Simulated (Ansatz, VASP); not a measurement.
# Ti: VASP beside Ansatz

The input INCAR:

```
PREC = Accurate
ENCUT = 520
EDIFF = 1E-8
ISMEAR = -1
SIGMA = 0.05
LREAL = F
LASPH = T
NELM = 60
ALGO = Normal
ISIF = 2
LWAVE = F
LCHARG = F
GGA = PE
LEFG = T
NBANDS = 12
```

File KPOINTS:

```
regular mesh
0
Gamma
  14 14 14
```

Contents of POSCAR:

```
Ti
1.0
   -1.6738200000      1.6738200000      1.6410000000
    1.6738200000     -1.6738200000      1.6410000000
    1.6738200000      1.6738200000     -1.6410000000
Ti
1
Direct
    0.0000000000      0.0000000000      0.0000000000
```

Input for Ansatz:

```yaml
crystal:
  lattice:
    - [-1.67382, 1.67382, 1.641]
    - [1.67382, -1.67382, 1.641]
    - [1.67382, 1.67382, -1.641]
  atoms:
    - { symbol: Ti, position: [0.0, 0.0, 0.0] }
kpoints:
  mp_grid: { grid: [14, 14, 14] }
scf:
  occupations: { method: fermi_dirac, width: 0.05 }
hamiltonian:
  xc: pbe
  pseudopotentials: { kind: all_electron, datasets: crystal }
output:
  forces: true
  stress: true
  eigenvalues: true
  efg: { contact_densities: true }
```

Change from the starting cell: equal xx and yy strain of +2 %, crystal datasets.

Alike in both runs: task electric field gradients; functional PBE; k mesh 14 × 14 × 14; occupations fermi-dirac, width 0.05 eV; no spin polarisation.

```csv
,VASP,Ansatz
version,VASP 6.6.1,Ansatz 0.2.0
potentials or method,"VASP PAW PBE potentials, release 64 (Ti_sv)","all-electron PAW with datasets made for the crystal, scalar-relativistic"
plane-wave cutoff (eV),520,see its input
```

|  | VASP | Ansatz | Ansatz less VASP |
| --- | --- | --- | --- |
| pressure (GPa) | -6.2 | -6.0 | +0.16 |
| largest component of the traceless stress (GPa) | 0.40 | 0.40 | +0.001 |
| Vzz of the field gradient on the site that differs most (V/Å²) | -0.2 | -0.1 | +0.06 |

Ansatz ran all-electron here, so the differences hold the error of VASP's frozen core and of both bases.
